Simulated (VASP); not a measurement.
# GaP (F-43m) in VASP: notebook, part 2 of 2

VASP 6.6.1. Earlier steps stand in the parts before.

**3. Relaxation of the atoms, PBE (a relaxed cell with its volume scaled by 0.98)**

The input, INCAR:

```
ALGO = Normal
EDIFF = 1E-7
EDIFFG = -0.01
ENCUT = 300
GGA = PE
IBRION = 2
ISIF = 2
ISMEAR = 0
LASPH = True
LCHARG = False
LREAL = False
LWAVE = False
NELM = 80
NSW = 40
PREC = Accurate
SIGMA = 0.03
```

The input, KPOINTS:

```
k-points
0
Gamma
  4 4 4
```

The input, POSCAR:

```
GaP                                     
1.0
    0.0000000000      2.7509908602      2.7509908602
    2.7509908602      0.0000000000      2.7509908602
    2.7509908602      2.7509908602      0.0000000000
  Ga              P             
     1     1
Direct
     0.0000000000000000    0.0000000000000000    0.0000000000000000
     0.2500000000000000    0.2500000000000000    0.2500000000000000
```

Potentials or basis: VASP PAW PBE potentials, release 64 (Ga, P).

Launch:

```bash
> cat potpaw_PBE.64/Ga/POTCAR potpaw_PBE.64/P/POTCAR > POTCAR
> mpirun -np 1 vasp_std > vasp.out
```

OUTCAR:

```text
EDIFF = 1E-7
   EDIFFG = -0.01
   ENCUT = 300
   GGA = PE
   IBRION = 2
   ISIF = 2
   ISMEAR = 0
   LASPH = True
   LREAL = False
   NELM = 80
   NSW = 40
   PREC = Accurate

 ion  position               nearest neighbor table
   1  0.000  0.000  0.000-   2 2.38   2 2.38   2 2.38   2 2.38
   2  0.250  0.250  0.250-   1 2.38   1 2.38   1 2.38   1 2.38

  LATTYP: Found a face centered cubic cell.
 ALAT       =     5.5019817204

  Lattice vectors:

 A1 = (   0.0000000000,   2.7509908602,   2.7509908602)
 A2 = (   2.7509908602,   0.0000000000,   2.7509908602)
 A3 = (   2.7509908602,   2.7509908602,   0.0000000000)

Analysis of symmetry for initial positions (statically):
=====================================================================
 Subroutine PRICEL returns:
 Original cell was already a primitive cell.

 Routine SETGRP: Setting up the symmetry group for a
 face centered cubic supercell.

 Subroutine GETGRP returns: Found 24 space group operations
 (whereof 24 operations were pure point group operations)
 out of a pool of 48 trial point group operations.

The static configuration has the point symmetry T_d .

Analysis of symmetry for dynamics (positions and initial velocities):
=====================================================================
 Subroutine PRICEL returns:
 Original cell was already a primitive cell.

 Routine SETGRP: Setting up the symmetry group for a
 face centered cubic supercell.

 Subroutine GETGRP returns: Found 24 space group operations
 (whereof 24 operations were pure point group operations)
 out of a pool of 48 trial point group operations.

The dynamic configuration has the point symmetry T_d .

 Subroutine INISYM returns: Found 24 space group operations
 (whereof 24 operations are pure point group operations),
 and found     1 'primitive' translations

----------------------------------------------------------------------------------------

                                     Primitive cell

  volume of cell :      41.6387
[... 98 lines left out ...]
   LHFCALC =     F    Hartree Fock is set to
   AEXX    =    0.0000 exact exchange contribution
   IVDW    =     0    specifies the selected vdW correction
   LEPSILON=     F    determine dielectric tensor
   LRPA    =     F    only Hartree local field effects (RPA)
 conjugate gradient relaxation of ions
 non-spin polarized calculation
 Gauss-broadening in eV      SIGMA  =   0.03
  energy-cutoff  :      300.00
  volume of cell :       41.64
 maximum number of plane-waves:       531
 NGX is ok and might be reduce to    24
   NGX = 11   NGY = 11   NGZ = 11

 number of electron       8.0000000 magnetization

 Free energy of the ion-electron system (eV)
  ---------------------------------------------------
  ext. energy  EPLUGINS =         0.00000000
  ---------------------------------------------------
  free energy    TOTEN  =        -8.96375369 eV

  energy without entropy =       -8.96375369  energy(sigma->0) =       -8.96375369

 E-fermi :   3.3035     XC(G=0):  -9.2442

 val. band max:        3.1298018389   @ k =   0.0000   0.0000   0.0000
 cond. band min:       4.7476878395   @ k =   0.5000   0.0000   0.0000
 fundamental gap:      1.6178860006
 Fermi energy:         3.3035306902

 k-point     1 :       0.0000    0.0000    0.0000
  band No.  band energies     occupation
      1      -9.1330      2.00000
      2       3.1298      2.00000
      3       3.1298      2.00000
      4       3.1298      2.00000
      5       4.7772      0.00000
      6       7.0398      0.00000
      7       7.0398      0.00000
      8       7.0398      0.00000
[... 67 lines left out ...]
 k-point     8 :      -0.2500    0.5000    0.2500
  band No.  band energies     occupation
      1      -6.3591      2.00000
      2      -3.2689      2.00000
      3      -0.3307      2.00000
      4      -0.1490      2.00000
      5       7.8373      0.00000
      6       7.9090      0.00000
      7       9.1698      0.00000
      8       9.3147      0.00000

------------------------ aborting loop because EDIFF is reached ----------------------------------------

  FORCE on cell =-STRESS in cart. coord.  units (eV):
  Direction    XX          YY          ZZ          XY          YZ          ZX
  --------------------------------------------------------------------------------------
  -------------------------------------------------------------------------------------
  Total        0.4435893      0.4435893      0.4435893      0.0000000      0.0000000     -0.0000000
  in kB       17.0684556     17.0684556     17.0684556      0.0000000      0.0000000     -0.0000000
  external PRESSURE =      17.0684556 kB  Pullay stress =       0.0000000 kB

 VOLUME and BASIS-vectors are now :
 -----------------------------------------------------------------------------
  energy-cutoff  :      300.00
  volume of cell :       41.64
      direct lattice vectors                 reciprocal lattice vectors
     0.000000000  2.750990860  2.750990860    -0.181752694  0.181752694  0.181752694
     2.750990860  0.000000000  2.750990860     0.181752694 -0.181752694  0.181752694
     2.750990860  2.750990860  0.000000000     0.181752694  0.181752694 -0.181752694

 POSITION                                       TOTAL-FORCE (eV/Angst)
 -----------------------------------------------------------------------------------
      0.00000      0.00000      0.00000         0.000000      0.000000      0.000000
      1.37550      1.37550      1.37550        -0.000000     -0.000000     -0.000000
 -----------------------------------------------------------------------------------
    total drift:                               -0.000000     -0.000000     -0.000000

  FREE ENERGIE OF THE ION-ELECTRON SYSTEM (eV)
  ---------------------------------------------------
  free  energy   TOTEN  =        -8.9637536869 eV

  energy  without entropy=       -8.9637536869  energy(sigma->0) =       -8.96375369

 reached required accuracy - stopping structural energy minimisation
```

CONTCAR:

```text
GaP
   1.00000000000000
     0.0000000000000000    2.7509908601999999    2.7509908601999999
     2.7509908601999999    0.0000000000000000    2.7509908601999999
     2.7509908601999999    2.7509908601999999    0.0000000000000000
  Ga              P
     1     1
Direct
     0.0000000000000000    0.0000000000000000    0.0000000000000000
     0.2500000000000000    0.2500000000000000    0.2500000000000000

  0.00000000E+00  0.00000000E+00  0.00000000E+00
  0.00000000E+00  0.00000000E+00  0.00000000E+00
```

Wall time 2 s (1 thread of Intel Xeon 6975P-C (Granite Rapids), shared host); peak memory 0.13 GiB.

Results:

```
Free energy             : -8.9638 eV
Pressure after relaxing : 1.7 GPa
Band gap on the k mesh  : 1.62 eV, indirect (least direct gap 1.65 eV)
```

Final structure:
```
Ga P
1.0
     0.00000    2.75099    2.75099
     2.75099    0.00000    2.75099
     2.75099    2.75099    0.00000
Ga P
1 1
Direct
  0.00000 0.00000 0.00000
  0.25000 0.25000 0.25000
```

Levels at points of the mesh, in eV from the valence-band top:
```tsv
k point	band 1	band 2	band 3	band 4	band 5	band 6	band 7	band 8
(0.00, 0.00, 0.00)	-12.26	0.00	0.00	0.00	1.65	3.91	3.91	3.91
(0.50, 0.00, 0.00)	-10.40	-6.46	-1.07	-1.07	1.62	4.74	4.74	8.23
(0.50, 0.50, 0.00)	-9.55	-6.61	-2.58	-2.58	1.70	1.86	10.43	10.43
```

Caveat: the k mesh is coarse (spacing up to 0.49 Å⁻¹), so the values aren't converged; the cutoff is under 1.25 times the usual one of these potentials, so pressure, stress and relaxed cells hold a basis-set (Pulay) error; the relaxation stopped at its first step, so nothing moved. A k mesh can miss the band edges.

**4. Relaxation of the atoms, PBE**

INCAR is that of step 3.

KPOINTS is that of step 3.

The input, POSCAR:

```
GaP                                     
1.0
    0.0000000000      2.7695792001      2.7695792001
    2.7695792001      0.0000000000      2.7695792001
    2.7695792001      2.7695792001      0.0000000000
  Ga              P             
     1     1
Direct
     0.0000000000000000    0.0000000000000000    0.0000000000000000
     0.2500000000000000    0.2500000000000000    0.2500000000000000
```

Launch:

```bash
> cat potpaw_PBE.64/Ga/POTCAR potpaw_PBE.64/P/POTCAR > POTCAR
> mpirun -np 1 vasp_std > vasp.out
```

It took 2 s on 1 thread of Intel Xeon 6975P-C (Granite Rapids), shared host; peak memory 0.12 GiB.

It converged, with:

```yaml
Free_energy: -8.9689 eV
Pressure_after_relaxing: 0.0 GPa
Band_gap_on_the_k_mesh: 1.48 eV, direct
```

Final structure:
```yaml
crystal:
  lattice:
    - [0.00000, 2.76958, 2.76958]
    - [2.76958, 0.00000, 2.76958]
    - [2.76958, 2.76958, 0.00000]
  atoms:
    - { symbol: Ga, position: [0.00000, 0.00000, 0.00000] }
    - { symbol: P, position: [0.25000, 0.25000, 0.25000] }
```

Levels at points of the mesh, in eV from the valence-band top:
```
           k point  band 2  band 3  band 4  band 5  band 6  band 7
(0.00, 0.00, 0.00)    0.00    0.00    0.00    1.48    3.91    3.91
(0.50, 0.00, 0.00)   -6.35   -1.05   -1.05    1.55    4.74    4.74
(0.50, 0.50, 0.00)   -6.52   -2.51   -2.51    1.74    1.87   10.27
```

Caveat: the k mesh is coarse (spacing up to 0.49 Å⁻¹), so the values aren't converged; the cutoff is under 1.25 times the usual one of these potentials, so pressure, stress and relaxed cells hold a basis-set (Pulay) error; the relaxation stopped at its first step, so nothing moved.

**5. Relaxation of the atoms, PBE (a relaxed cell with its volume scaled by 1.02)**

INCAR is that of step 4.

KPOINTS is that of step 4.

The input, POSCAR:

```
GaP                                     
1.0
    0.0000000000      2.7879213187      2.7879213187
    2.7879213187      0.0000000000      2.7879213187
    2.7879213187      2.7879213187      0.0000000000
  Ga              P             
     1     1
Direct
     0.0000000000000000    0.0000000000000000    0.0000000000000000
     0.2500000000000000    0.2500000000000000    0.2500000000000000
```

Launch:

```bash
> cat potpaw_PBE.64/Ga/POTCAR potpaw_PBE.64/P/POTCAR > POTCAR
> mpirun -np 1 vasp_std > vasp.out
```

Run time: 2 s. Hardware: 1 thread of Intel Xeon 6975P-C (Granite Rapids), shared host; peak memory 0.13 GiB.

It converged, with:

```yaml
Free_energy: -8.9654 eV
Pressure_after_relaxing: -1.5 GPa
Band_gap_on_the_k_mesh: 1.32 eV, direct
```

Final structure:
```
Ga P
1.0
     0.00000    2.78792    2.78792
     2.78792    0.00000    2.78792
     2.78792    2.78792    0.00000
Ga P
1 1
Cartesian
  0.0000 0.0000 0.0000
  1.3940 1.3940 1.3940
```

Levels at points of the mesh, in eV from the valence-band top:
```csv
k point,band 1,band 2,band 3,band 4,band 5,band 6,band 7,band 8
"(0.00, 0.00, 0.00)",-11.98,0.00,0.00,0.00,1.32,3.91,3.91,3.91
"(0.50, 0.00, 0.00)",-10.23,-6.25,-1.02,-1.02,1.49,4.74,4.74,8.14
"(0.50, 0.50, 0.00)",-9.43,-6.44,-2.45,-2.45,1.78,1.88,10.12,10.12
```

Caveat: the k mesh is coarse (spacing up to 0.49 Å⁻¹), so the values aren't converged; the cutoff is under 1.25 times the usual one of these potentials, so pressure, stress and relaxed cells hold a basis-set (Pulay) error; the relaxation stopped at its first step, so nothing moved. A k mesh can miss the band edges.

**6. Relaxation of the atoms, PBE (a relaxed cell with its volume scaled by 1.04)**

INCAR is that of step 5.

KPOINTS is that of step 5.

The input, POSCAR:

```
GaP                                     
1.0
    0.0000000000      2.8060252112      2.8060252112
    2.8060252112      0.0000000000      2.8060252112
    2.8060252112      2.8060252112      0.0000000000
  Ga              P             
     1     1
Direct
     0.0000000000000000    0.0000000000000000    0.0000000000000000
     0.2500000000000000    0.2500000000000000    0.2500000000000000
```

Potentials or basis: VASP PAW PBE potentials, release 64 (Ga, P).

Launch:

```bash
> cat potpaw_PBE.64/Ga/POTCAR potpaw_PBE.64/P/POTCAR > POTCAR
> mpirun -np 1 vasp_std > vasp.out
```

OUTCAR:

```text
EDIFF = 1E-7
   EDIFFG = -0.01
   ENCUT = 300
   GGA = PE
   IBRION = 2
   ISIF = 2
   ISMEAR = 0
   LASPH = True
   LREAL = False
   NELM = 80
   NSW = 40
   PREC = Accurate

 ion  position               nearest neighbor table
   1  0.000  0.000  0.000-   2 2.43   2 2.43   2 2.43   2 2.43
   2  0.250  0.250  0.250-   1 2.43   1 2.43   1 2.43   1 2.43

  LATTYP: Found a face centered cubic cell.
 ALAT       =     5.6120504224

  Lattice vectors:

 A1 = (   0.0000000000,   2.8060252112,   2.8060252112)
 A2 = (   2.8060252112,   0.0000000000,   2.8060252112)
 A3 = (   2.8060252112,   2.8060252112,   0.0000000000)

Analysis of symmetry for initial positions (statically):
=====================================================================
 Subroutine PRICEL returns:
 Original cell was already a primitive cell.

 Routine SETGRP: Setting up the symmetry group for a
 face centered cubic supercell.

 Subroutine GETGRP returns: Found 24 space group operations
 (whereof 24 operations were pure point group operations)
 out of a pool of 48 trial point group operations.

The static configuration has the point symmetry T_d .

[... 154 lines left out ...]
  band No.  band energies     occupation
      1      -9.2168      2.00000
      2       2.6319      2.00000
      3       2.6319      2.00000
      4       2.6319      2.00000
      5       3.7915      0.00000
      6       6.5387      0.00000
      7       6.5387      0.00000
      8       6.5387      0.00000
[... 67 lines left out ...]
 k-point     8 :      -0.2500    0.5000    0.2500
  band No.  band energies     occupation
      1      -6.6918      2.00000
      2      -3.5401      2.00000
      3      -0.5619      2.00000
      4      -0.3822      2.00000
      5       7.1378      0.00000
      6       7.3186      0.00000
      7       8.4798      0.00000
      8       8.8145      0.00000

------------------------ aborting loop because EDIFF is reached ----------------------------------------

  FORCE on cell =-STRESS in cart. coord.  units (eV):
  Direction    XX          YY          ZZ          XY          YZ          ZX
  --------------------------------------------------------------------------------------
  -------------------------------------------------------------------------------------
  Total       -0.7785267     -0.7785267     -0.7785267      0.0000000      0.0000000      0.0000000
  in kB      -28.2279541    -28.2279541    -28.2279541      0.0000000      0.0000000      0.0000000
  external PRESSURE =     -28.2279541 kB  Pullay stress =       0.0000000 kB

 VOLUME and BASIS-vectors are now :
 -----------------------------------------------------------------------------
  energy-cutoff  :      300.00
  volume of cell :       44.19
      direct lattice vectors                 reciprocal lattice vectors
     0.000000000  2.806025211  2.806025211    -0.178187993  0.178187993  0.178187993
     2.806025211  0.000000000  2.806025211     0.178187993 -0.178187993  0.178187993
     2.806025211  2.806025211  0.000000000     0.178187993  0.178187993 -0.178187993

 POSITION                                       TOTAL-FORCE (eV/Angst)
 -----------------------------------------------------------------------------------
      0.00000      0.00000      0.00000         0.000000      0.000000      0.000000
      1.40301      1.40301      1.40301        -0.000000     -0.000000     -0.000000
 -----------------------------------------------------------------------------------
    total drift:                               -0.000000     -0.000000     -0.000000

  FREE ENERGIE OF THE ION-ELECTRON SYSTEM (eV)
  ---------------------------------------------------
  free  energy   TOTEN  =        -8.9543313331 eV

  energy  without entropy=       -8.9543313331  energy(sigma->0) =       -8.95433133

 reached required accuracy - stopping structural energy minimisation
```

Wall time 2 s (1 thread of Intel Xeon 6975P-C (Granite Rapids), shared host); peak memory 0.13 GiB.

What came out:

```yaml
Free_energy: -8.9543 eV
Pressure_after_relaxing: -2.8 GPa
Band_gap_on_the_k_mesh: 1.16 eV, direct
```

Final structure:
```xyz
2
Lattice="0.0000 2.8060 2.8060 2.8060 0.0000 2.8060 2.8060 2.8060 0.0000" Properties=species:S:1:pos:R:3 pbc="T T T"
Ga    0.0000    0.0000    0.0000
P     1.4030    1.4030    1.4030
```

Caveat: the k mesh is coarse (spacing up to 0.48 Å⁻¹), so the values aren't converged; the cutoff is under 1.25 times the usual one of these potentials, so pressure, stress and relaxed cells hold a basis-set (Pulay) error; the relaxation stopped at its first step, so nothing moved.

**7. The runs side by side**

| cell | gap on the mesh (eV) | pressure (GPa) |
| --- | --- | --- |
| atoms relaxed from: a relaxed cell with its volume scaled by 0.96 | 1.66 | 3.6 |
| atoms relaxed from: a relaxed cell with its volume scaled by 0.98 | 1.62 | 1.7 |
| atoms relaxed | 1.48 | 0.0 |
| atoms relaxed from: a relaxed cell with its volume scaled by 1.02 | 1.32 | -1.5 |
| atoms relaxed from: a relaxed cell with its volume scaled by 1.04 | 1.16 | -2.8 |

Alike in all rows: task relaxation of the atoms; level PBE; potentials or basis VASP PAW PBE potentials, release 64 (Ga, P); no spin polarisation; k mesh 4 × 4 × 4; cutoff (eV) 300; smearing gaussian 0.03 eV; the mesh is coarse, so values aren't converged.

Caveats: all runs use coarse meshes; the cutoff is under 1.25 times the usual one of these potentials, so pressure, stress and relaxed cells hold a basis-set (Pulay) error; the relaxation stopped at its first step, so nothing moved.

Total energies depend on the potentials used, so only differences within one code and one set of settings carry meaning.
